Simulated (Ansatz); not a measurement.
Theory: DFT PBE, scalar-relativistic, plane waves, PAW in Ansatz 0.2.0. Settings: cutoff 420 eV, Γ-centred meshes spaced at most about 0.3 Å⁻¹, and about 0.25 Å⁻¹ or finer for metals (2π included), Gaussian smearing. No spin polarisation.

All energies are static (0 K, no zero-point motion).

Two forms of BiS₄ were relaxed alike.

A.

```cif
data_structure
_symmetry_space_group_name_H-M 'Pm-3m'
_symmetry_Int_Tables_number 221
_cell_length_a 4.6380
_cell_length_b 4.6380
_cell_length_c 4.6380
_cell_angle_alpha 90.000
_cell_angle_beta 90.000
_cell_angle_gamma 90.000
_cell_volume 99.77
loop_
_atom_site_label
_atom_site_type_symbol
_atom_site_symmetry_multiplicity
_atom_site_Wyckoff_symbol
_atom_site_fract_x
_atom_site_fract_y
_atom_site_fract_z
_atom_site_occupancy
Bi1 Bi 1 a 0.00000 0.00000 0.00000 1
S1 S 1 b 0.50000 0.50000 0.50000 1
S2 S 3 c 0.00000 0.50000 0.50000 1
```

B.

```cif
data_structure
_symmetry_space_group_name_H-M 'P4/mmm'
_symmetry_Int_Tables_number 123
_cell_length_a 6.3901
_cell_length_b 6.3901
_cell_length_c 4.0344
_cell_angle_alpha 90.000
_cell_angle_beta 90.000
_cell_angle_gamma 90.000
_cell_volume 164.74
loop_
_atom_site_label
_atom_site_type_symbol
_atom_site_symmetry_multiplicity
_atom_site_Wyckoff_symbol
_atom_site_fract_x
_atom_site_fract_y
_atom_site_fract_z
_atom_site_occupancy
Bi1 Bi 1 b 0.00000 0.00000 0.50000 1
S1 S 4 l 0.65864 0.00000 0.00000 1
```

Problem. Which is lower in energy, and by how much?

Solution. B is lower, by 110 meV/atom. A has space group Pm-3m (No. 221), 20.0 Å³/atom and no gap on its mesh; B has space group P4/mmm (No. 123), 32.9 Å³/atom and no gap. Counting S atoms around Bi (those within 1.25 times the shortest such distance or 1.15 times the sum of covalent radii; a plus sign parts nearer from farther groups; the shortest distance is added where it is long for a bond), A has Bi 12+8 from 3.3 Å and B has Bi 8. A holds S–S bonds in all directions (shortest 2.32 Å); B holds S–S pairs (shortest 2.03 Å). The lower one is the more open, so pressure narrows the difference. Even the lower one lies +0.23 eV/atom against the reference forms of the elements (uncorrected), so neither is stable at this level. Both come from invented guesses.

These runs have no spin–orbit coupling, which can matter for Bi. In Pm-3m, P4/mmm an odd number of electrons in the primitive cell allows no gap without spin; a larger cell or a magnetic state could open one. Cells relaxed within their symmetry can be saddle points.
